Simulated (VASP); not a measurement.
# InP (F-43m) in VASP: notebook, part 2 of 2

VASP 6.6.1. The steps go on from the part before.

## (3) Single point, BLYP+D3(BJ)

This run uses another cell than the first one, of 25.78 Å³/atom, 1.009 times its volume.

INCAR

```
SYSTEM = InP
PREC = Accurate
ENCUT = 520
EDIFF = 1E-6
ISMEAR = -1
SIGMA = 0.05
LREAL = .False.
LASPH = .True.
NELM = 60
ALGO = Normal
ISIF = 2
LWAVE = .False.
LCHARG = .False.
GGA = B5
ALDAX = 1.0
AGGAX = 1.0
AGGAC = 1.0
ALDAC = 0.0
IVDW = 12
VDW_S6 = 1.0
VDW_S8 = 2.6996
VDW_A1 = 0.4298
VDW_A2 = 4.2359
NBANDS = 16
```

KPOINTS

```
Automatic mesh
0
Gamma
  8 8 8
  0 0 0
```

POSCAR

```
InP
1.0
    0.0000000000      2.9542277330      2.9542277330
    2.9542277330      0.0000000000      2.9542277330
    2.9542277330      2.9542277330      0.0000000000
In P
1 1
Direct
    0.0000000000      0.0000000000      0.0000000000
    0.7500000000      0.7500000000      0.7500000000
```

Potentials or basis: VASP PAW PBE potentials, release 64 (In_d, P).

Started as:

```sh
$ cat potpaw_PBE.64/In_d/POTCAR potpaw_PBE.64/P/POTCAR > POTCAR
$ mpirun -np 1 vasp_std > vasp.out
```

OUTCAR:

```text
SYSTEM = InP
   PREC = Accurate
   ENCUT = 520
   EDIFF = 1E-6
   ISMEAR = -1
   LREAL = .False.
   LASPH = .True.
   NELM = 60
   ISIF = 2
   GGA = B5
   IVDW = 12
 IVDW          = 12

 ion  position               nearest neighbor table
   1  0.000  0.000  0.000-   2 2.56   2 2.56   2 2.56   2 2.56
   2  0.750  0.750  0.750-   1 2.56   1 2.56   1 2.56   1 2.56

  LATTYP: Found a face centered cubic cell.
 ALAT       =     5.9084554660

  Lattice vectors:

 A1 = (   0.0000000000,   2.9542277330,   2.9542277330)
 A2 = (   2.9542277330,   0.0000000000,   2.9542277330)
 A3 = (   2.9542277330,   2.9542277330,   0.0000000000)

Analysis of symmetry for initial positions (statically):
=====================================================================
 Subroutine PRICEL returns:
 Original cell was already a primitive cell.

 Routine SETGRP: Setting up the symmetry group for a
 face centered cubic supercell.

 Subroutine GETGRP returns: Found 24 space group operations
 (whereof 24 operations were pure point group operations)
 out of a pool of 48 trial point group operations.

The static configuration has the point symmetry T_d .

Analysis of symmetry for dynamics (positions and initial velocities):
[... 161 lines left out ...]
 cond. band min:       5.8428781545   @ k =   0.0000   0.0000   0.0000
 fundamental gap:      0.4895651108
 Fermi energy:         5.6303298535

 k-point     1 :       0.0000    0.0000    0.0000
  band No.  band energies     occupation
      1      -8.8269      2.00000
      2      -8.8269      2.00000
      3      -8.8269      2.00000
      4      -8.6847      2.00000
      5      -8.6847      2.00000
      6      -6.0013      2.00000
[... 433 lines left out ...]
      3      -8.7639      2.00000
      4      -8.6895      2.00000
      5      -8.6728      2.00000
      6      -4.0752      2.00000
[... 8 lines left out ...]
     15      16.1290      0.00000
     16      16.6758      0.00000

 [... further k-points ...]

------------------------ aborting loop because EDIFF is reached ----------------------------------------

 Edisp (eV)   -1.39219

 E8    (eV) :    -1.0310

  FORCE on cell =-STRESS in cart. coord.  units (eV):
  Direction    XX          YY          ZZ          XY          YZ          ZX
  --------------------------------------------------------------------------------------
  -------------------------------------------------------------------------------------
  Total       0.00555     0.00555     0.00555     0.00000    -0.00000    -0.00000
  in kB       0.17249     0.17249     0.17249     0.00000    -0.00000    -0.00000
  external pressure =        0.17 kB  Pullay stress =        0.00 kB

 VOLUME and BASIS-vectors are now :
 -----------------------------------------------------------------------------
  energy-cutoff  :      520.00
  volume of cell :       51.57
      direct lattice vectors                 reciprocal lattice vectors
     0.000000000  2.954227733  2.954227733    -0.169248970  0.169248970  0.169248970
     2.954227733  0.000000000  2.954227733     0.169248970 -0.169248970  0.169248970
     2.954227733  2.954227733  0.000000000     0.169248970  0.169248970 -0.169248970

 POSITION                                       TOTAL-FORCE (eV/Angst)
 -----------------------------------------------------------------------------------
      0.00000      0.00000      0.00000        -0.000000     -0.000000     -0.000000
      4.43134      4.43134      4.43134         0.000000      0.000000      0.000000
 -----------------------------------------------------------------------------------
    total drift:                                0.000000      0.000000      0.000000

  FREE ENERGIE OF THE ION-ELECTRON SYSTEM (eV)
  ---------------------------------------------------
  free  energy   TOTEN  =        -8.4932900436 eV

  energy  without entropy=       -8.4932559538  energy(sigma->0) =       -8.49327300
```

OSZICAR:

```text
N       E                     dE             d eps       ncg     rms          rms(c)
DAV:   1     0.114048894963E+03    0.11405E+03   -0.82035E+03   928   0.124E+03
DAV:   2     0.210593780225E+00   -0.11384E+03   -0.10882E+03  1048   0.297E+02
DAV:   3    -0.741769503781E+01   -0.76283E+01   -0.75981E+01  1224   0.764E+01
DAV:   4    -0.762430927456E+01   -0.20661E+00   -0.20656E+00  1152   0.135E+01
DAV:   5    -0.763501838395E+01   -0.10709E-01   -0.10709E-01  1464   0.264E+00    0.522E+00
DAV:   6    -0.712581742630E+01    0.50920E+00   -0.88600E-01  1440   0.151E+01    0.294E+00
DAV:   7    -0.710086641852E+01    0.24951E-01   -0.18799E-01  1304   0.320E+00    0.116E+00
DAV:   8    -0.710065535379E+01    0.21106E-03   -0.15589E-02  1112   0.146E+00    0.363E-01
DAV:   9    -0.710102453227E+01   -0.36918E-03   -0.16768E-03  1224   0.512E-01    0.208E-01
DAV:  10    -0.710107889526E+01   -0.54363E-04   -0.20167E-04  1384   0.123E-01    0.123E-01
DAV:  11    -0.710110043553E+01   -0.21540E-04   -0.61265E-05  1096   0.933E-02    0.871E-02
DAV:  12    -0.710110171793E+01   -0.12824E-05   -0.10291E-05  1064   0.301E-02    0.120E-02
DAV:  13    -0.710110170783E+01    0.10092E-07   -0.60245E-07   952   0.439E-03
   1 F= -.84932900E+01 E0= -.84932730E+01  d E =-.340898E-04
```

stdout:

```text
POSCAR found type information on POSCAR InP
 POSCAR found :  2 types and       2 ions
 scaLAPACK will be used
 -----------------------------------------------------------------------------
|                                                                             |
|                                                                             |
|     You enforced a specific xc type in the INCAR file but a different       |
|     I HOPE YOU KNOW WHAT YOU ARE DOING!                                     |
|                                                                             |
 -----------------------------------------------------------------------------

 LDA part: xc-table for (Slater(with rela. corr.)+VWN5), standard interpolation
 POSCAR, INCAR and KPOINTS ok, starting setup
 FFT: planning ... GRIDC
 FFT: planning ... GRID_SOFT
 FFT: planning ... GRID
 WAVECAR not read
 entering main loop
```

Run time: 47 s. Hardware: 1 thread of Intel Xeon Platinum 8259CL at 2.50GHz (Skylake/Cascade Lake), shared host; peak memory 0.17 GiB.

Results:

| Property | Result |
| --- | --- |
| Free energy | -8.4933 eV |
| Pressure | 0.0 GPa |
| Band gap on the k mesh | 0.49 eV, direct |
| Dispersion energy per atom | -0.696 eV |

Caveat: the PAW data sets were made with another functional, which shifts forces and pressure a little; spin-orbit coupling is left out, which moves the levels of the heavy elements.

## (4) Single point, revPBE

This run uses another cell than the first one, of 27.03 Å³/atom, 1.058 times its volume.

INCAR

```
SYSTEM = InP
PREC = Accurate
ENCUT = 520
EDIFF = 1E-6
ISMEAR = -1
SIGMA = 0.05
LREAL = .FALSE.
LASPH = .TRUE.
NELM = 100
ALGO = Normal
ISIF = 2
LWAVE = .FALSE.
LCHARG = .FALSE.
GGA = RE
NBANDS = 16
```

KPOINTS

```
regular mesh
0
G
  8 8 8
  0 0 0
```

POSCAR

```
InP
1.0
    0.0000000000      3.0012760745      3.0012760745
    3.0012760745      0.0000000000      3.0012760745
    3.0012760745      3.0012760745      0.0000000000
In P
1 1
Direct
    0.0000000000      0.0000000000      0.0000000000
    0.7500000000      0.7500000000      0.7500000000
```

Started as:

```sh
$ cat potpaw_PBE.64/In_d/POTCAR potpaw_PBE.64/P/POTCAR > POTCAR
$ mpirun -np 1 vasp_std > vasp.out
```

It took 30 s on 1 thread of Intel Xeon Platinum 8259CL at 2.50GHz (Skylake/Cascade Lake), shared host; peak memory 0.18 GiB.

It converged, with:

```yaml
Free_energy: -7.8410 eV
Pressure: -0.1 GPa
Band_gap_on_the_k_mesh: 0.42 eV, direct
```

Levels at points of the mesh, in eV from the valence-band top:
```csv
k point,band 7,band 8,band 9,band 10,band 11,band 12
"(0.00, 0.00, 0.00)",0.00,0.00,0.00,0.42,4.12,4.12
"(0.50, 0.00, 0.00)",-5.33,-0.87,-0.87,1.40,4.83,4.83
"(0.50, 0.50, 0.00)",-5.42,-2.08,-2.08,1.97,2.32,8.90
```

Caveat: the PAW data sets were made with another functional, which shifts forces and pressure a little; spin-orbit coupling is left out, which moves the levels of the heavy elements.

## (5) Single point, r2SCAN

This run uses another cell than the first one, of 25.17 Å³/atom, 0.985 times its volume.

POSCAR

```
InP
1.0
    0.0000000000      2.9305000000      2.9305000000
    2.9305000000      0.0000000000      2.9305000000
    2.9305000000      2.9305000000      0.0000000000
In P
1 1
Direct
    0.0000000000      0.0000000000      0.0000000000
    0.7500000000      0.7500000000      0.7500000000
```

INCAR.step1

```
ALGO = Normal
EDIFF = 1E-4
ENCUT = 520
GGA = PE
ISMEAR = -1
LASPH = T
LCHARG = F
LREAL = F
LWAVE = T
NBANDS = 16
NELM = 100
PREC = Accurate
SIGMA = 0.05
```

INCAR.step2

```
ALGO = Normal
EDIFF = 1E-6
ENCUT = 520
ISIF = 2
ISMEAR = -1
ISTART = 1
LASPH = T
LCHARG = F
LMIXTAU = T
LREAL = F
LWAVE = F
METAGGA = R2SCAN
NBANDS = 16
NELM = 100
PREC = Accurate
SIGMA = 0.05
```

KPOINTS

```
k-points
0
Gamma
  8 8 8
```

Potentials or basis: VASP PAW PBE potentials, release 64 (In_d, P).

Started as:

```sh
$ cat potpaw_PBE.64/In_d/POTCAR potpaw_PBE.64/P/POTCAR > POTCAR
$ cp INCAR.step1 INCAR
$ mpirun -np 1 vasp_std > vasp.out
$ cp INCAR.step2 INCAR
$ mpirun -np 1 vasp_std > vasp.out
```

OUTCAR:

```text
EDIFF = 1E-6
   ENCUT = 520
   ISIF = 2
   ISMEAR = -1
   ISTART = 1
   LASPH = T
   LREAL = F
   METAGGA = R2SCAN
   NELM = 100
   PREC = Accurate

 ion  position               nearest neighbor table
   1  0.000  0.000  0.000-   2 2.54   2 2.54   2 2.54   2 2.54
   2  0.750  0.750  0.750-   1 2.54   1 2.54   1 2.54   1 2.54

  LATTYP: Found a face centered cubic cell.
 ALAT       =     5.8610000000

  Lattice vectors:

 A1 = (   0.0000000000,   2.9305000000,   2.9305000000)
 A2 = (   2.9305000000,   0.0000000000,   2.9305000000)
 A3 = (   2.9305000000,   2.9305000000,   0.0000000000)

Analysis of symmetry for initial positions (statically):
=====================================================================
 Subroutine PRICEL returns:
 Original cell was already a primitive cell.

 Routine SETGRP: Setting up the symmetry group for a
 face centered cubic supercell.

 Subroutine GETGRP returns: Found 24 space group operations
 (whereof 24 operations were pure point group operations)
 out of a pool of 48 trial point group operations.

The static configuration has the point symmetry T_d .

Analysis of symmetry for dynamics (positions and initial velocities):
[... 159 lines left out ...]

 val. band max:        5.0119846088   @ k =   0.0000   0.0000   0.0000
 cond. band min:       6.1812841842   @ k =   0.0000   0.0000   0.0000
 fundamental gap:      1.1692995755
 Fermi energy:         5.6275291903

 k-point     1 :       0.0000    0.0000    0.0000
  band No.  band energies     occupation
      1      -9.6434      2.00000
      2      -9.6434      2.00000
      3      -9.6434      2.00000
      4      -9.4640      2.00000
      5      -9.4640      2.00000
      6      -6.9884      2.00000
[... 433 lines left out ...]
      3      -9.5680      2.00000
      4      -9.4703      2.00000
      5      -9.4505      2.00000
      6      -4.8510      2.00000
[... 8 lines left out ...]
     15      16.3046      0.00000
     16      16.9927      0.00000

 [... further k-points ...]

------------------------ aborting loop because EDIFF is reached ----------------------------------------

  FORCE on cell =-STRESS in cart. coord.  units (eV):
  Direction    XX          YY          ZZ          XY          YZ          ZX
  --------------------------------------------------------------------------------------
  -------------------------------------------------------------------------------------
  Total        0.4956163      0.4956163      0.4956163     -0.0000000     -0.0000000     -0.0000000
  in kB       15.7761497     15.7761497     15.7761497     -0.0000000     -0.0000000     -0.0000000
  external PRESSURE =      15.7761497 kB  Pullay stress =       0.0000000 kB

 VOLUME and BASIS-vectors are now :
 -----------------------------------------------------------------------------
  energy-cutoff  :      520.00
  volume of cell :       50.33
      direct lattice vectors                 reciprocal lattice vectors
     0.000000000  2.930500000  2.930500000    -0.170619348  0.170619348  0.170619348
     2.930500000  0.000000000  2.930500000     0.170619348 -0.170619348  0.170619348
     2.930500000  2.930500000  0.000000000     0.170619348  0.170619348 -0.170619348

 POSITION                                       TOTAL-FORCE (eV/Angst)
 -----------------------------------------------------------------------------------
      0.00000      0.00000      0.00000         0.000000     -0.000000     -0.000000
      4.39575      4.39575      4.39575        -0.000000      0.000000      0.000000
 -----------------------------------------------------------------------------------
    total drift:                                0.000002      0.000002      0.000002

  FREE ENERGIE OF THE ION-ELECTRON SYSTEM (eV)
  ---------------------------------------------------
  free  energy   TOTEN  =       -32.2916537767 eV

  energy  without entropy=      -32.2916536983  energy(sigma->0) =      -32.29165374
```

OUTCAR.step1:

```text
EDIFF = 1E-4
   ENCUT = 520
   GGA = PE
   ISMEAR = -1
   LASPH = T
   LREAL = F
[... 674 lines left out ...]
 -----------------------------------------------------------------------------------
      0.00000      0.00000      0.00000         0.000000     -0.000000     -0.000000
      4.39575      4.39575      4.39575        -0.000000      0.000000      0.000000
 -----------------------------------------------------------------------------------
    total drift:                                0.000000      0.000000      0.000000

  FREE ENERGIE OF THE ION-ELECTRON SYSTEM (eV)
  ---------------------------------------------------
  free  energy   TOTEN  =        -8.3807875742 eV

  energy  without entropy=       -8.3807826689  energy(sigma->0) =       -8.38078512
```

OSZICAR.step1:

```text
N       E                     dE             d eps       ncg     rms          rms(c)
DAV:   1     0.112989301545E+03    0.11299E+03   -0.85472E+03   928   0.127E+03
DAV:   2    -0.142642841070E+01   -0.11442E+03   -0.10976E+03  1048   0.302E+02
DAV:   3    -0.860444287052E+01   -0.71780E+01   -0.71441E+01  1256   0.741E+01
DAV:   4    -0.879462404202E+01   -0.19018E+00   -0.19012E+00  1168   0.128E+01
DAV:   5    -0.880319385699E+01   -0.85698E-02   -0.85697E-02  1384   0.227E+00    0.571E+00
DAV:   6    -0.840912035760E+01    0.39407E+00   -0.62314E-01  1480   0.129E+01    0.342E+00
DAV:   7    -0.837955673065E+01    0.29564E-01   -0.16088E-01  1352   0.320E+00    0.126E+00
DAV:   8    -0.837994062950E+01   -0.38390E-03   -0.15664E-02  1192   0.147E+00    0.332E-01
DAV:   9    -0.838056248927E+01   -0.62186E-03   -0.13059E-03  1184   0.381E-01    0.159E-01
DAV:  10    -0.838071188633E+01   -0.14940E-03   -0.23655E-04  1144   0.210E-01    0.938E-02
DAV:  11    -0.838078757424E+01   -0.75688E-04   -0.14175E-04  1080   0.110E-01
   1 F= -.83807876E+01 E0= -.83807851E+01  d E =-.490539E-05
```

Run time: 1.8 min. Hardware: 1 thread of Intel Xeon Platinum 8259CL at 2.50GHz (Skylake/Cascade Lake), shared host; peak memory 0.19 GiB.

What came out:

```
Free energy            : -32.2917 eV
Pressure               : 1.6 GPa
Band gap on the k mesh : 1.17 eV, direct
```

Caveat: the PAW data sets were made with another functional, which shifts forces and pressure a little; spin-orbit coupling is left out, which moves the levels of the heavy elements.

## (6) The runs side by side

| level | cell | gap on the mesh (eV) | pressure (GPa) |
| --- | --- | --- | --- |
| PBE+D4 | a = 4.166 Å, angles 60.0°, 2 atoms | 0.63 | -0.1 |
| BLYP+D3(BJ) | a = 4.178 Å, angles 60.0°, 2 atoms | 0.49 | 0.0 |
| revPBE | a = 4.244 Å, angles 60.0°, 2 atoms | 0.42 | -0.1 |
| r2SCAN | a = 4.144 Å, angles 60.0°, 2 atoms | 1.17 | 1.6 |

Alike in all rows: task single point; potentials or basis VASP PAW PBE potentials, release 64 (In_d, P); no spin polarisation; k mesh 8 × 8 × 8; cutoff (eV) 520; smearing fermi-dirac 0.05 eV.

Caveats: spin-orbit coupling is left out, which moves the levels of the heavy elements; the PAW data sets were made with another functional, which shifts forces and pressure a little (some runs).

Absolute energies hang on the potentials; compare differences alone.

## (7) How close it comes

Step 2. Measured gap of InP: 1.4236 eV (direct; 1.6 K; a printed reference work, data compilation). This calculation gives 0.63 eV (-0.80 eV). Spin-orbit coupling on In is left out. The value is that of PBE+D4, without temperature or zero-point motion. Semilocal functionals fall short of measured gaps as a rule.

Step 3. Measured gap of InP: 1.4236 eV (direct; 1.6 K; a printed reference work, data compilation). This calculation gives 0.49 eV (-0.93 eV). Spin-orbit coupling on In is left out. The value is that of BLYP+D3(BJ), without temperature or zero-point motion. Semilocal functionals fall short of measured gaps as a rule.

Step 4. Against the measured gap of InP, 1.4236 eV (direct; 1.6 K; a printed reference work, data compilation), the calculated 0.42 eV is off by -1.01 eV. So large a miss can be the level of theory's own, or it may mean another phase, state or a wrong row. Spin-orbit coupling on In is left out. The value is that of revPBE, without temperature or zero-point motion. Semilocal functionals fall short of measured gaps as a rule.

Step 5. Measured gap of InP: 1.4236 eV (direct; 1.6 K; a printed reference work, data compilation). This calculation gives 1.17 eV (-0.25 eV). Spin-orbit coupling on In is left out. The value is that of r2SCAN, without temperature or zero-point motion.
